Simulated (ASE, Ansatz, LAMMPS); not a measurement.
# Convergence of a linear-scaling basis for bare Al-Cu alloy nanowire along [110] (26 atoms), part 2 of 2

Wanted: errors and times of a linear-scaling basis for bare Al-Cu alloy nanowire along [110] (26 atoms). A setting counts as converged where the r.m.s. difference of forces stays under 1 % of the r.m.s. force.

Ansatz 0.2.0; Kohn-Sham DFT, PBE, PAW (set soft_2), plane waves.

The cell: 13 Cu and 13 Al. The cell is under 6 Å thick along one periodic direction. The host structure and its lattice constant were typed by rule, without a check against the phase diagram. Beside vacuum, support functions can miss their usual error bounds without a warning.

So far. Step 3 (Plane-wave single point): Within 0.4 eV of the Fermi level the largest share is Al p (59 % of the projected weight).

## (4) Local order

These statistics describe the geometry on which the runs were made.

Normalised to the volume that the atoms fill. Pair distribution functions g(r), in bins of 0.1 Å:

```
r (Å)  total  Al-Al  Al-Cu  Cu-Cu
 2.45   0.00   0.00   0.00   0.00
 2.55   6.14   3.05   4.27  13.00
 2.65   7.08   3.98   9.54   5.26
 2.75   2.01   4.28   1.89   0.00
 2.85   1.24   3.97   0.51   0.00
 2.95   0.00   0.00   0.00   0.00
 3.05   0.00   0.00   0.00   0.00
 3.15   0.00   0.00   0.00   0.00
 3.25   0.00   0.00   0.00   0.00
 3.35   0.00   0.00   0.00   0.00
 3.45   0.00   0.00   0.00   0.00
 3.55   0.32   0.00   0.64   0.00
 3.65   1.29   0.92   1.21   1.82
 3.75   1.08   0.86   1.00   1.45
 3.85   0.54   0.81   0.68   0.00
 3.95   0.26   0.26   0.39   0.00
 4.05   0.12   0.25   0.12   0.00
 4.15   0.06   0.00   0.00   0.23
 4.25   0.11   0.22   0.00   0.22
 4.35   0.42   0.00   0.32   1.06
 4.45   1.89   0.61   1.63   3.66
 4.55   2.74   3.12   2.46   2.93
 4.65   0.75   1.50   0.75   0.00
 4.75   0.45   0.90   0.45   0.00
 4.85   0.17   0.17   0.17   0.17
 4.95   0.33   0.33   0.41   0.16
 5.05   1.15   0.95   1.19   1.26
 5.15   1.48   2.11   0.61   2.57
 5.25   0.44   0.44   0.59   0.15
 5.35   0.25   0.28   0.35   0.00
 5.45   0.24   0.41   0.27   0.00
 5.55   0.07   0.27   0.00   0.00
 5.65   0.03   0.00   0.00   0.13
 5.75   0.49   0.00   0.67   0.61
 5.85   0.89   0.47   1.01   1.07
 5.95   0.57   0.69   0.69   0.23
 6.05   0.28   0.11   0.50   0.00
 6.15   0.29   0.32   0.21   0.43
 6.25   0.59   0.73   0.52   0.62
 6.35   0.40   0.10   0.60   0.30
 6.45   0.32   0.19   0.44   0.19
 6.55   0.19   0.19   0.19   0.19
 6.65   0.25   0.28   0.18   0.36
 6.75   0.60   0.35   0.57   0.89
```

Neighbours by pair of elements; one cutoff, the widest of the pairs' first minima of g(r), serves all pairs of this metal:

```
pair A-B  cutoff (Å)  bonds  mean length (Å)  spread (Å)  shortest (Å)  B about A  A about B
   Al-Al        3.23     28             2.73       0.098          2.57       4.31       4.31
   Al-Cu        3.23     56             2.64       0.063          2.56       4.31       4.31
   Cu-Cu        3.23     30             2.58       0.039          2.52       4.62       4.62
```

How many atoms have how many bonded neighbours:

```
element  mean  6  7  8  12
     Al  8.62  2  4  3   4
     Cu  8.92  0  4  5   4
```

Bond length by coordination (bonds to H left out):

```
element  coordination  atoms  mean bond length (Å)
     Al             6      2                  2.68
     Al             7      4                  2.67
     Al             8      3                  2.75
     Al            12      4                  2.67
     Cu             7      4                  2.61
     Cu             8      5                  2.60
     Cu            12      4                  2.62
```

With the cutoffs above, 31 % of Al atoms have 7 and as many 12 and 38 % of Cu atoms have 8 bonded neighbours.

The surroundings of Al12, which bears the longest force, nearest first, numbered as they follow in the input and with coordinates relative to it.

```
atom      x      y      z  distance (Å)  bonds     Fx     Fy  Fz (eV/Å)
Al12   0.00   0.00   0.00          0.00     12  -0.68  -0.35      -0.14
Cu11  -1.28  -1.79  -1.32          2.57      8  -0.08   0.25       0.09
Cu14   0.00   0.02   2.58          2.58     12   0.12   0.01      -0.12
Cu14   0.00   0.02  -2.58          2.58     12   0.12   0.01      -0.12
 Cu2  -2.13   0.75   1.28          2.60     12   0.06   0.19       0.01
Cu13  -1.38  -1.77   1.31          2.60      8   0.05   0.20      -0.08
 Cu4  -2.12   0.74  -1.32          2.61     12   0.05   0.31       0.03
Cu23   2.14   0.87  -1.32          2.66      8  -0.26   0.10       0.04
Al21   1.52  -1.75  -1.31          2.66      6   0.22  -0.05      -0.04
Al17   0.03   2.34   1.31          2.68     12  -0.28   0.12      -0.16
Al22   1.21  -2.02   1.30          2.69      6  -0.16  -0.34       0.02
Al15  -0.03   2.38  -1.28          2.71     12   0.19  -0.15       0.16
Al24   2.30   0.65   1.28          2.71      8   0.21   0.30       0.05
```

The column of bonds counts only the pairs Al-Al within 3.23 Å, Al-Cu within 3.23 Å, Cu-Cu within 3.23 Å; other neighbours, such as metal atoms beside each other in a compound, aren't counted, and periodic images can show an atom twice.

## (5) Support functions medium

With localised support functions most steps grow linearly with size, though the diagonalisation grows faster unless the density matrix is cut; this run measures error and cost at this size.

This step: Kohn-Sham DFT, PBE, PAW (set soft_2), localised support functions (medium) (Ansatz 0.2.0).

The input, input.yaml:

```yaml
crystal:
  lattice:
    - [17.1, 0.0, 0.0]
    - [0.0, 14.72756, 0.0]
    - [0.0, 0.0, 5.16237]
  atoms:
    [... the 26 atom lines of step 3 ...]
kpoints:
  mp_grid: { grid: [1, 1, 4] }
hamiltonian:
  xc: pbe
scf:
  occupations: { method: fermi_dirac, width: 0.1 }
  eigensolver: { kind: { support_functions: { accuracy: medium } } }
  mixing: { beta: 0.4 }
  max_iter: 150
output:
  forces: true
```

On the command line:

```sh
> ansatz run input.yaml --threads 8 --pin off --max-ram 15872MiB --backend cpu --events-out ev --progress --plain --runs-dir out
```

Numbers of over 12 decimals in the logs are rounded to 6 here.

Log:

```text
Warning: scf.eigensolver.kind.support_functions: disabling space-group detection — the functions' gradient is summed over unrotated k-points, so no spatial operation reduces the k-mesh or symmetrises the density; time reversal is kept, so that k and −k are solved as one point where they differ and the mesh holds both, and exact exchange and, on two spinor components, a DFT+U term hold to it where the run has them: [...]
settings of this run that can trade accuracy for cost: scf.eigensolver.kind.support_functions [...]
[...]
Crystal: 26 atoms, lattice volume = 1300.098 Å³
Basis set: ecut = 420 eV, 25473 PW (Γ), exchange–correlation on 240×200×72 points (8 copies of the dense FFT grid, shifted against one another)
Bands: 172, of which v1, the nominal top of the filled ones, is band 143 counted from 1 (142 counted from 0)
Symmetry: 1 space group operations
k-points: 3 of 4 (time reversal used)
[...]
SCF iter   1: F=—  HF=-93116.485622 eV  |F-HF|=—  |Δ(HF+E_count)|=         —  Δρ=1.16e-1  dr2=1.63e2  ethr=1.00e-1
[...]
SCF iter  14: F=-93105.848978 eV  HF=-93105.848977 eV  |F-HF|=6.44e-7  |Δ(HF+E_count)|=   2.48e-4  Δρ=5.54e-6  dr2=3.93e-7  ethr=1.70e-9
SCF 1 converged in 14 iterations: F = -93105.852323 eV  dr2 = 3.93e-7
[...]
SCF converged after 14 iterations
Stability not checked: this state was not tested for a lower state beside it, because the mixer in use, unlike msr1, does not test its closes by its own steps (another_mixer; see scf.mixing.algorithm and scf.lower_state_search)
Free energy (F): -93105.852323 eV
[...]
Internal energy: -93105.505140 eV  (E = F + TS)
E sigma→0 (E₀):  -93105.678731 eV
Entropy (-TS):   -0.347184 eV (-13.353 meV/atom)
Fermi energy:    0.177018 eV
[...]
--- Forces (eV/Å), atoms counted from 1 ---
  atom   1  Cu     0.13614358    -0.03743280     0.01483397
  atom   2  Cu     0.05477695     0.19408509     0.00565834
  atom   3  Al     0.38941474     0.01650796    -0.03528134
  atom   4  Cu     0.04818392     0.30474288     0.03452149
  atom   5  Cu    -0.16482180     0.11424605    -0.03469267
  atom   6  Cu     0.44770144     0.04849559     0.02281204
  atom   7  Cu     0.12774543     0.27089576     0.02746680
  atom   8  Al    -0.18472418    -0.40624410    -0.08437797
  atom   9  Al    -0.21706601    -0.29848989     0.23073268
  atom  10  Cu     0.16122161    -0.16730525     0.13655067
  atom  11  Cu    -0.07632888     0.24889238     0.08771760
  atom  12  Al    -0.68248977    -0.35452542    -0.13933296
  atom  13  Cu     0.05121457     0.19850549    -0.08000468
  atom  14  Cu     0.11571409     0.01332889    -0.12430223
[...]
atom  25  Cu    -0.43366598    -0.47299404     0.10557972
  atom  26  Al     0.39838140    -0.13136768     0.15523983
  max |Σ_I F_I| component: 1.26e-3 eV/Å
--- Band table (eV) ---
[...]
guard bands above this table: 22 of the run's 172 bands (output.publish_guard_bands: true publishes all)
[...]
```

Wall time 18 s (8 threads of AMD EPYC 9R45, shared host); peak memory 2.4 GiB.

The program notes that the band table was not solved further than the SCF left it and it switched symmetry off.

Keys that differ from the reference: support_functions.accuracy = "medium", scf.max_iter = 150 and scf.mixing.beta = 0.4.

Forces differ from the reference by 0.86 meV/Å r.m.s., 0.39 % of their size, within a tolerance of 1 %; the energy by -1.9 meV/atom. It took 18 s and 14 cycles; the reference's time can't be set against it, since the two runs asked for unlike analyses.

## (6) What each setting buys

Each row is set against the plane-wave reference (Kohn-Sham DFT, PBE, PAW (set soft_2), plane waves; r.m.s. force component 0.218 eV/Å). Energies are set beside the reference only for runs with its functional, potentials and electron count. Times are for 8 threads of AMD EPYC 9R45, shared host. The reference's time includes the DOS and grids, which some other runs skip.

```
                     run  Δ force, r.m.s. (meV/Å)  share of r.m.s. force (%)  Δ energy (meV/atom)  cycles  time  host memory (GiB)
               reference                        -                          -                    -      11   8 s                2.7
support functions medium                    0.859                      0.394                -1.93      14  18 s                2.4
```

## (7) What came out

```yaml
free_energy_per_atom: -3580.9924 eV/atom
r_m_s_force_component: 0.2179 eV/Å
wall_time_of_the_2_dft_runs: 26 s
```

Against plane waves at 420 eV, the forces differ by 0.86 meV/Å (0.39 %) with support functions medium. At 26 atoms the run with support functions medium takes roughly 2.2 times the time of plane waves (whose run also made extra analyses, so the like-for-like ratio is larger), in 14 SCF cycles against 11. Differences between support functions and plane waves include what basis error the plane-wave run still has.

12 levels are partly filled, by over 2 % (on the run's k-points), as in a metal. With the cutoffs above, 31 % of Al atoms have 7 and as many 12 and 38 % of Cu atoms have 8 bonded neighbours.

What to keep in mind: The geometry was minimised with a classical potential and isn't relaxed at this level: its force components are 0.22 eV/Å r.m.s.

[Logs are printed without paths, hosts, clocks, repeated set-up lines and the standing remarks that a program may print on its own settings, such as how far it seeks lower states.]

[Hosts, paths, dates, database ids (printed as entryN), source tags and the programs' standing remarks are cut or masked in the printed files.]
